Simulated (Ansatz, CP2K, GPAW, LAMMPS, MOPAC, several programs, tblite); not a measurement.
What each method gives for LiCl (wurtzite)

LiCl in the wurtzite structure, relaxed with r2SCAN in Ansatz, was computed with several methods. The symmetry is P6_3mc (No. 186, hexagonal); conventional cell a = 3.894 Å, c = 6.224 Å, 20.44 Å³ an atom. Around Li lie 4 Cl at 2.37 Å; around Cl lie 4 Li at 2.37 Å. Simulation only: spin-unpolarised, and no claim that this is the phase found in nature.

```
CELL_PARAMETERS angstrom
3.89418 0.00000 0.00000
-1.94709 3.37246 0.00000
0.00000 0.00000 6.22446
ATOMIC_POSITIONS crystal
Li 0.33333 0.66667 0.99687
Li 0.66667 0.33333 0.49687
Cl 0.33333 0.66667 0.37813
Cl 0.66667 0.33333 0.87813
```

Gaps and times are for a single point on this cell; volume and bulk modulus come from each method's own relaxation or energy curve at fixed shape, which is too stiff where a cell has free coordinates or axes. Times are rough, from shared hosts (Arm Neoverse V1), and each method has its own mesh and cell size. A double dagger marks a value from a curve with shape and coordinates held. A star marks a curve whose lowest point is an end point. PM6 (MOPAC), PM7 (MOPAC), GFN1-xTB (tblite), GFN2-xTB (tblite) treat a cluster of cells at its zone centre, which samples few k points: where these miss a band edge, the gap comes out too large for that reason alone. Gaps from k meshes are read at a limited set of points (mesh, symmetry points, PBE's band edges), so each method's own least gap may be somewhat smaller. Force fields have no electrons; where one was fitted to this phase, its volume and modulus reflect the fit. xTB and the PM methods were fitted mostly to molecules, and can miss a solid's gap by electronvolts. Minimal bases can be far off for gaps. GLLB-SC's gap includes the derivative discontinuity. d marks a direct gap, i an indirect one (no mark: not told apart), a dash a value that wasn't computed or didn't pass its checks.

```tsv
method	kind	gap (eV)	own volume (Å³/atom)	bulk modulus (GPa)	atoms computed	processor time
ffield.eim (LAMMPS)	force field	–	–	–	4	0.13 s
light PBE (260 eV, its own mesh)	light plane-wave	6.01 d	21.02‡	25‡	4	1.7 s
GFN1-xTB (tblite)	tight binding	4.04	18.23*‡	–	72	4.4 s
PM7 (MOPAC)	semi-empirical	7.67	–	–	72	6 s
PM6 (MOPAC)	semi-empirical	11.42	–	–	72	6.6 s
GFN2-xTB (tblite)	tight binding	4.43	–	–	72	7.5 s
PBE	semilocal	6.02 d	20.98	24‡	4	9.2 s
PBE/single zeta (GPAW)	small basis	5.08 d	–	–	4	11 s
PBE/SZV (CP2K)	small basis	5.27 d	22.62*‡	–	4	11 s
r2SCAN	semilocal	6.68 d	20.44	26‡	4	21 s
PBE/DZVP (CP2K)	small basis	5.92 d	21.22‡	23‡	4	24 s
GLLB-SC (GPAW)	model potential	10.21	–	–	4	46 s
```

Against r2SCAN (6.68 eV) the nearest gap at the points sampled is that of PBE (-0.66 eV) and the farthest that of PM6 (MOPAC) (+4.74 eV). r2SCAN is only a yardstick of convenience: semilocal gaps usually lie below measured ones, which GLLB-SC and hybrids aim to mend.

Volumes against r2SCAN's: PBE +2.7 %.
